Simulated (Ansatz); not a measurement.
## Property card for TiAl$_{3}$

Level of theory: DFT PBE, scalar-relativistic, plane waves, PAW in Ansatz.

Settings: cutoff 420 eV, Γ-centred mesh 12×12×2 on the computed 8-atom cell, Gaussian smearing of 0.10 eV; no spin polarisation.

The structure is relaxed at this level of theory with its symmetry kept, and needn't be the ground state of this composition.

```yaml
crystal:
  lattice:
    - [2.91315, 0.00000, 0.00000]
    - [-1.45658, 2.52286, 0.00000]
    - [0.00000, 0.00000, 18.22877]
  atoms:
    - { symbol: Ti, position: [0.00000, 0.00000, 0.00000] }
    - { symbol: Ti, position: [0.00000, 0.00000, 0.50000] }
    - { symbol: Al, position: [0.33333, 0.66667, 0.12408] }
    - { symbol: Al, position: [0.66667, 0.33333, 0.62408] }
    - { symbol: Al, position: [0.33333, 0.66667, 0.37592] }
    - { symbol: Al, position: [0.66667, 0.33333, 0.87592] }
    - { symbol: Al, position: [0.33333, 0.66667, 0.75000] }
    - { symbol: Al, position: [0.66667, 0.33333, 0.25000] }
```

| Item | Value |
| --- | --- |
| Space group | P6_3/mmc (No. 194) |
| Volume per atom | 16.75 Å³ |
| Formation energy from the elements' standard states (uncorrected) | -0.094 eV/atom |
| Kohn–Sham band gap | none (metal) |
| Density of states at the Fermi level | 5.7 states/eV per cell |
| Orbital (Löwdin) character within 0.5 eV of the Fermi level | Ti 3d 50 %, Al 3p 35 %, Al 3s 10 %, unprojected 4 % |
| Bader charge by site (e) | Ti (2 in the cell) 0.58, Al (4 in the cell) -0.21, Al (2 in the cell) -0.16 |

Another cell of TiAl3 relaxed alike, in Pm-3m, lies 273 meV/atom lower, so this cell isn't the stable form at this level.

The cell was found from a structure generator's guess, not taken from experiment. Löwdin shares on free-atom orbitals overweight diffuse shells.
